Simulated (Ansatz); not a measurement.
# Co (P6_3/mmc) in Ansatz: a series of runs, part 2 of 2

Ansatz 0.2.0. Earlier steps stand in the parts before.

**3. Relaxation of cell and atoms, RPBE+D3(BJ), collinear spin, ferromagnetic start**

input.yaml reads:

```yaml
crystal:
  lattice:
    - [2.4719999032, 0.0, 0.0]
    - [-1.2359999516, 2.1408147143, 0.0]
    - [0.0, 0.0, 4.02114408]
  atoms:
    - { symbol: Co, position: [0.6666666667, 0.3333333333, 0.75], spin: 2.0 }
    - { symbol: Co, position: [0.3333333333, 0.6666666667, 0.25], spin: 2.0 }
hamiltonian:
  xc: rpbe
  pseudopotentials: { kind: paw }
  dispersion: d3bj
magnetization:
  spin_polarized: true
kpoints:
  mp_grid: { grid: [12, 12, 7] }
scf:
  occupations: { method: fermi_dirac, width: 0.05 }
output:
  forces: true
  stress: true
relax:
  f_tol: 0.01
  max_steps: 40
  cell: { stress_tol: 0.05 }
```

Potentials or basis: Ansatz PAW.

Run with:

```bash
$ ansatz run input.yaml --threads 2 --pin off --max-ram 5632MiB --backend cpu --events-out ev --progress --plain --runs-dir out
```

What it wrote:

```text
Warning: RAYON_NUM_THREADS=2 ignored (pool sized by the plan → 2); use --threads N
Engine: ansatz 0.2.0, x86_64-unknown-linux-gnu
Pseudopotentials: kind: paw
Pseudopotential: Co, paw, valence charge 17, recommended cutoff 420 eV (normal), Co.paw.azcp
Functional definition: RPBE
  parameter kappa = 0.804
  parameter beta = 0.06672455060314922
  exchange = rpbe_x(kappa = kappa, mu = beta*pi^2/3)
  correlation = pbe_c(beta = beta)
Crystal: 2 atoms, lattice volume = 21.280 Å³
Basis set: ecut = 420 eV, 391 PW (Γ), exchange–correlation on 36×36×54 points (8 copies of the dense FFT grid, shifted against one another)
Bands: 23, of which v1, the nominal top of the filled ones, is band 17 counted from 1 (16 counted from 0)
Symmetry: 24 space group operations
Space group: P63/mmc (ITA 194), of the structure as read, at distance tolerance 2.8e-5 Å
Magnetic group: BNS 194.263 (UNI 1493), of the structure as read, at distance tolerance 2.8e-5 Å
k-points: 76 of 1008
Non-local potential: Co, projectors of the file, l = 0: 3, l = 1: 2, l = 2: 3, l = 3: 1
PAW form: soft (Blöchl's): semilocal exchange-correlation on the pseudo side does not see the compensation charge
PAW frozen core: Co, regenerated for the run's functional, and the local potential with it (the file was generated under x = pbe(κ = 0.804, μ = 0.2195149727645171), c = pbe(β = 0.06672455060314922))
[... 122 lines left out ...]
  E_local      = -5347.454777  (includes V_loc(G=0)·N_el)
  E_nonlocal   = 906.655574
  E_hartree    = 2258.226236
  E_xc         = -320.997327
  E_vxc        = -413.863824  (∫ρ·V_xc dr)
  E_paw        = -3041.030274  (= ΣΔE_a)
  E_vpaw       = -978.349115  (= ΣTr[D̂ρ^β])
  E_aug_tail   = 0.000203  (compensation charges beyond the density's cutoff)
  E_ewald      = -5631.790240
  E_disp       = -4.703299  (pairwise vdW)
  E_core_change = -0.092639  (= ΣΔE_core)
  E_smearing   = -0.012797  (= −TS)
  E_closure    = -0.000000  (closes the sum)
  Σ components = -10266.489408   (vs F -10266.489408, Δ=0.00e0)
--- Forces (eV/Å), atoms counted from 1 ---
  atom   1  Co     0.00000000    -0.00000000     0.00000000
  atom   2  Co     0.00000000     0.00000000     0.00000000
  max |Σ_I F_I| component: 4.63e-18 eV/Å
--- Stress (GPa, compression-positive) ---
       -0.001784       0.000000       0.000000
        0.000000      -0.001784       0.000000
        0.000000       0.000000      -0.000281
  P = ⅓ Tr σ = -0.0013 GPa (-0.013 kbar)
--- Relaxed structure (6 steps of the walk, 6 accepted, 2 SCFs on fresh bases) ---
  F+E_penalty+E_count = -10266.48940750 eV   max|allowed force component| = 1.619e-17 eV/Å   (the final SCF, on the basis selected at the relaxed cell)
  cell:  # Å, volume = 19.4393 Å³
    - [2.403802910521717, 0.0, 0.0]
    - [-1.2019014552608585, 2.0817543862027788, 0.0]
    - [0.0, 0.0, 3.8846557784391997]
  atoms:
    - { symbol: Co, position: [0.6666666666666666, 0.3333333333333333, 0.75] }
    - { symbol: Co, position: [0.3333333333333333, 0.6666666666666666, 0.25] }
```

Run time: 27 s. Hardware: 2 threads of Intel Xeon at 2.70GHz, shared host; peak memory 0.37 GiB.

What came out:

* Free energy: -10266.4894 eV
* Relaxed volume: 9.72 Å³/atom
* Relaxed cell: a = 2.404 Å, b = 2.404 Å, c = 3.885 Å, α = 90.00°, β = 90.00°, γ = 120.00°
* Space group after relaxing (to 0.05 Å): P6_3/mmc (No. 194)
* Energy gained by relaxing: 64.2 meV/atom
* Ionic steps: 8
* Pressure after relaxing: 0.0 GPa
* Net moment: 3.01 μB per cell
* Absolute moment: 3.32 μB per cell
* Site moments: Co +1.58 μB

Step by step:
```csv
step,energy change (eV),largest force (eV/Å),volume (Å³)
1,0.0000,0.0000,21.28
2,-0.0987,0.0000,20.30
3,-0.1298,0.0000,19.29
4,-0.1306,0.0000,19.45
5,-0.1306,0.0000,19.44
6,-0.1284,0.0000,19.44
7,-0.1284,0.0000,19.44
8,-0.1284,0.0000,19.44
```

Final structure:
```
Co
1.0
     2.40380    0.00000    0.00000
    -1.20190    2.08175    0.00000
     0.00000    0.00000    3.88466
Co
2
Direct
  0.66667 0.33333 0.75000
  0.33333 0.66667 0.25000
```

Caveat: the plane-wave basis is chosen anew once the cell has moved, so the energies of steps on either side of that aren't comparable; the PAW data sets come from PBE, with cores solved anew for the run's functional, which leaves a small shift of forces and pressure.

**4. Relaxation of cell and atoms, PBEsol+D4, collinear spin, ferromagnetic start**

Edit input.yaml of step 3 so:

```diff
@@ -9,5 +9,5 @@
 hamiltonian:
-  xc: rpbe
+  xc: pbesol
   pseudopotentials: { kind: paw }
-  dispersion: d3bj
+  dispersion: d4
 magnetization:
@@ -21,2 +21,6 @@
   stress: true
+  write_density: true
+  write_potential: true
+  elf: true
+  volumetric_format: npy
 relax:
```

Run with:

```bash
$ ansatz run input.yaml --threads 2 --pin off --max-ram 5632MiB --backend cpu --events-out ev --progress --plain --runs-dir out
```

Run time: 27 s. Hardware: 2 threads of Intel Xeon at 2.70GHz, shared host; peak memory 0.39 GiB.

It converged, with:

```yaml
Free_energy: -10186.5052 eV
Relaxed_volume: 10.21 Å³/atom
Relaxed_cell: a = 2.445 Å, b = 2.445 Å, c = 3.945 Å, α = 90.00°, β = 90.00°, γ = 120.00°
Space_group_after_relaxing_to_0.05_Å: P6_3/mmc (No. 194)
Energy_gained_by_relaxing: 13.3 meV/atom
Ionic_steps: 7
Pressure_after_relaxing: 0.0 GPa
Band_gap_on_the_k_mesh: none (metal or under the smearing width)
Net_moment: 3.09 μB per cell
Absolute_moment: 3.35 μB per cell
Site_moments: Co +1.60 μB
```

Step by step:
```
step  energy change (eV)  largest force (eV/Å)  volume (Å³)
   1              0.0000                0.0000        21.28
   2             -0.0207                0.0000        20.83
   3             -0.0276                0.0000        20.40
   4             -0.0275                0.0000        20.43
   5             -0.0267                0.0000        20.43
   6             -0.0267                0.0000        20.42
   7             -0.0267                0.0000        20.42
```

Final structure:
```xyz
2
Lattice="2.4446 0.0000 0.0000 -1.2223 2.1171 0.0000 0.0000 0.0000 3.9451" Properties=species:S:1:pos:R:3 pbc="T T T"
Co    1.2223    0.7057    2.9588
Co    0.0000    1.4114    0.9863
```

Levels at points of the mesh, in eV from the Fermi level:
Spin up:
| k point | band 16 | band 17 | band 18 | band 19 | band 20 | band 21 | band 22 | band 23 |
| --- | --- | --- | --- | --- | --- | --- | --- | --- |
| (0.00, 0.00, 0.00) | -1.92 | -1.92 | -0.68 | -0.68 | -0.23 | 6.89 | 22.18 | 25.18 |
| (0.00, -0.50, 0.00) | -0.54 | -0.42 | -0.37 | 1.46 | 3.58 | 10.06 | 10.77 | 13.21 |
Spin down:
```csv
k point,band 12,band 13,band 14,band 15,band 16,band 17,band 18,band 19
"(0.00, 0.00, 0.00)",-1.10,-1.10,-0.69,-0.69,-0.23,-0.23,-0.21,1.13
"(0.00, -0.50, 0.00)",-2.04,-1.28,-1.17,-0.70,1.27,1.42,1.46,2.72
```

Caveat: the plane-wave basis is chosen anew once the cell has moved, so the energies of steps on either side of that aren't comparable; pairwise dispersion overbinds metals, which lowers pressure and volume; the PAW data sets come from PBE, with cores solved anew for the run's functional, which leaves a small shift of forces and pressure.

**5. Relaxation of cell and atoms, PBEsol, collinear spin, ferromagnetic start**

Edit input.yaml of step 4 so:

```diff
@@ -11,3 +11,2 @@
   pseudopotentials: { kind: paw }
-  dispersion: d4
 magnetization:
@@ -21,6 +20,2 @@
   stress: true
-  write_density: true
-  write_potential: true
-  elf: true
-  volumetric_format: npy
 relax:
```

Run with:

```bash
$ ansatz run input.yaml --threads 2 --pin off --max-ram 5632MiB --backend cpu --events-out ev --progress --plain --runs-dir out
```

Wall time 22 s (2 threads of Intel Xeon at 2.70GHz, shared host); peak memory 0.37 GiB.

The run converged. Its results:

- Free energy: -10185.9879 eV
- Relaxed volume: 10.37 Å³/atom
- Relaxed cell: a = 2.457 Å, b = 2.457 Å, c = 3.964 Å, α = 90.00°, β = 90.00°, γ = 120.00°
- Space group after relaxing (to 0.05 Å): P6_3/mmc (No. 194)
- Energy gained by relaxing: 5.6 meV/atom
- Ionic steps: 7
- Pressure after relaxing: 0.0 GPa
- Net moment: 3.13 μB per cell
- Absolute moment: 3.41 μB per cell
- Site moments: Co +1.63 μB

Step by step:
```csv
step,energy change (eV),largest force (eV/Å),volume (Å³)
1,0.0000,0.0000,21.28
2,-0.0087,0.0000,21.00
3,-0.0117,0.0000,20.73
4,-0.0117,0.0000,20.74
5,-0.0111,0.0000,20.74
6,-0.0111,0.0000,20.73
7,-0.0111,0.0000,20.73
```

Final structure:
```
CELL_PARAMETERS angstrom
2.45747 0.00000 0.00000
-1.22874 2.12824 0.00000
0.00000 0.00000 3.96447
ATOMIC_POSITIONS crystal
Co 0.66667 0.33333 0.75000
Co 0.33333 0.66667 0.25000
```

Caveat: the plane-wave basis is chosen anew once the cell has moved, so the energies of steps on either side of that aren't comparable; the PAW data sets come from PBE, with cores solved anew for the run's functional, which leaves a small shift of forces and pressure.

**6. Relaxation of cell and atoms, B3LYP, collinear spin, ferromagnetic start**

Edit input.yaml of step 5 so:

```diff
@@ -9,3 +9,3 @@
 hamiltonian:
-  xc: pbesol
+  xc: b3lyp
   pseudopotentials: { kind: paw }
@@ -14,3 +14,3 @@
 kpoints:
-  mp_grid: { grid: [12, 12, 7] }
+  mp_grid: { grid: [6, 6, 4] }
 scf:
```

Potentials or basis: Ansatz PAW.

Run with:

```bash
$ ansatz run input.yaml --threads 2 --pin off --max-ram 5632MiB --backend cpu --events-out ev --progress --plain --runs-dir out
```

Wall time 3 min (2 threads of Intel Xeon at 2.70GHz, shared host); peak memory 0.72 GiB.

It converged, with:

```
Free energy                            : -10262.7678 eV
Relaxed volume                         : 10.93 Å³/atom
Relaxed cell                           : a = 2.500 Å, b = 2.500 Å, c = 4.040 Å, α = 90.00°, β = 90.00°, γ = 120.00°
Space group after relaxing (to 0.05 Å) : P6_3/mmc (No. 194)
Energy gained by relaxing              : 6.0 meV/atom
Ionic steps                            : 5
Pressure after relaxing                : 0.0 GPa
Band gap on the k mesh                 : none (metal or under the smearing width)
Net moment                             : 3.35 μB per cell
Absolute moment                        : 4.20 μB per cell
Site moments                           : Co +1.85 μB
```

The path:
```csv
step,energy change (eV),largest force (eV/Å),volume (Å³)
1,0.0000,0.0000,21.28
2,-0.0088,0.0000,21.59
3,-0.0110,0.0000,21.85
4,-0.0110,0.0000,21.87
5,-0.0120,0.0000,21.87
```

Final structure:
```xyz
2
Lattice="2.5001 0.0000 0.0000 -1.2501 2.1652 0.0000 0.0000 0.0000 4.0399" Properties=species:S:1:pos:R:3 pbc="T T T"
Co    1.2501    0.7217    3.0299
Co    0.0000    1.4434    1.0100
```

Levels at points of the mesh, in eV from the Fermi level:
Spin up:
| k point | band 17 | band 18 | band 19 | band 20 | band 21 |
| --- | --- | --- | --- | --- | --- |
| (0.00, 0.00, 0.00) | -4.08 | -2.83 | -2.83 | 0.44 | 6.93 |
| (0.00, 0.00, -0.50) | -3.22 | -3.22 | -3.22 | -3.22 | 16.16 |
| (0.00, -0.50, 0.00) | -2.62 | -2.51 | 1.29 | 3.65 | 10.64 |
| (0.00, -0.50, -0.50) | -2.55 | -2.55 | 2.06 | 2.06 | 7.93 |
Spin down:
| k point | band 13 | band 14 | band 15 | band 16 | band 17 | band 18 |
| --- | --- | --- | --- | --- | --- | --- |
| (0.00, 0.00, 0.00) | -1.27 | -1.00 | -1.00 | -0.70 | -0.28 | -0.28 |
| (0.00, 0.00, -0.50) | -1.56 | -1.56 | -1.56 | -1.56 | 1.62 | 1.62 |
| (0.00, -0.50, 0.00) | -1.69 | -1.43 | -0.87 | 2.21 | 2.34 | 2.38 |
| (0.00, -0.50, -0.50) | 0.29 | 0.29 | 0.55 | 0.55 | 2.28 | 2.28 |

Caveat: the k mesh is coarse (spacing up to 0.49 Å⁻¹), so the values aren't converged, least of all with exact exchange; the magnetic or orbital state may not be the lowest; the plane-wave basis is chosen anew once the cell has moved, so the energies of steps on either side of that aren't comparable; the PAW data sets come from PBE, with cores solved anew for the run's functional, which leaves a small shift of forces and pressure.

**7. Overview**

| level | k mesh | mesh quality | gap on the mesh (eV) | pressure (GPa) | moment (μB) | relaxed volume (Å³/atom) |
| --- | --- | --- | --- | --- | --- | --- |
| PBE+D4 | 12 × 12 × 7 | not flagged | - | 0.0 | 3.20 | 10.58 |
| RPBE+D3(BJ) | 12 × 12 × 7 | not flagged | - | 0.0 | 3.01 | 9.72 |
| PBEsol+D4 | 12 × 12 × 7 | not flagged | none | 0.0 | 3.09 | 10.21 |
| PBEsol | 12 × 12 × 7 | not flagged | - | 0.0 | 3.13 | 10.37 |
| B3LYP | 6 × 6 × 4 | coarse | none | 0.0 | 3.35 | 10.93 |

Alike in all rows: task relaxation of cell and atoms; potentials or basis Ansatz PAW; spin collinear, ferromagnetic start; cell relaxed; cutoff (eV) 420; smearing fermi-dirac 0.05 eV.

Caveats: some runs use coarse meshes; the plane-wave basis is chosen anew once the cell has moved, so the energies of steps on either side of that aren't comparable; the PAW data sets come from PBE, with cores solved anew for the run's functional, which leaves a small shift of forces and pressure (some runs); pairwise dispersion overbinds metals, which lowers pressure and volume (some runs); the magnetic or orbital state may not be the lowest (some runs).

Absolute energies hang on the potentials; compare differences alone.
